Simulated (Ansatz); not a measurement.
Structure relaxation of Ag

All numbers below come from Ansatz 0.2.0, DFT PBE, scalar-relativistic, plane waves, PAW. Cutoff 420 eV, Γ-centred k mesh, Gaussian smearing, no spin polarisation in the final step.

The start puts Ag on the beta-tungsten (A15) structure type (Pm-3n, No. 223), at a guessed volume.

```xyz
8
Lattice="5.2022 0.0000 0.0000 0.0000 5.2022 0.0000 0.0000 0.0000 5.2022" Properties=species:S:1:pos:R:3 pbc="T T T"
Ag    2.6011    2.6011    2.6011
Ag    0.0000    0.0000    0.0000
Ag    1.3006    0.0000    2.6011
Ag    2.6011    1.3006    0.0000
Ag    2.6011    3.9017    0.0000
Ag    3.9017    0.0000    2.6011
Ag    0.0000    2.6011    3.9017
Ag    0.0000    2.6011    1.3006
```

Cell and atoms relax at zero pressure; the relaxation can't lower the symmetry of the start. After a coarse first stage the cell is made exact in the group found at 0.06 Å.

Energies count from the standard state of Ag at the same level.

(1) Which crystal results?

(2) What are its volume, energy, density and gap?

Results:

(1) It keeps Pm-3n (No. 223). The result has the beta-tungsten (A15) structure. Conventional cell: a = 5.283 Å. Ag on Wyckoff site a (2 atoms of the primitive cell) is coordinated by 12 Ag at 2.95 Å; Ag on Wyckoff site c (6 atoms of the primitive cell) has 2 Ag at 2.64 Å, 4 Ag at 2.95 Å and 8 Ag at 3.24 Å.

```
Ag
1.0
     5.28326    0.00000    0.00000
     0.00000    5.28326    0.00000
     0.00000    0.00000    5.28326
Ag
8
Cartesian
  2.6416 2.6416 2.6416
  0.0000 0.0000 0.0000
  1.3208 0.0000 2.6416
  2.6416 1.3208 0.0000
  2.6416 3.9624 0.0000
  3.9624 0.0000 2.6416
  0.0000 2.6416 3.9624
  0.0000 2.6416 1.3208
```

(2) The volume per atom is 18.43 Å³, the density is 9.72 g/cm³ and the energy over the standard structure is 0.09 eV/atom. The gap on the 8×8×8 mesh is 0 eV (a metal).

The final run used a 8×8×8 mesh on its 8-atom cell and 0.10 eV smearing. The k mesh leaves about 4 meV/atom of noise in metals. Symmetry constrained the relaxation, so the result can be a saddle point. The steps took of the order of 2.6 core-minutes in all.

This form isn't the element's structure at ambient conditions.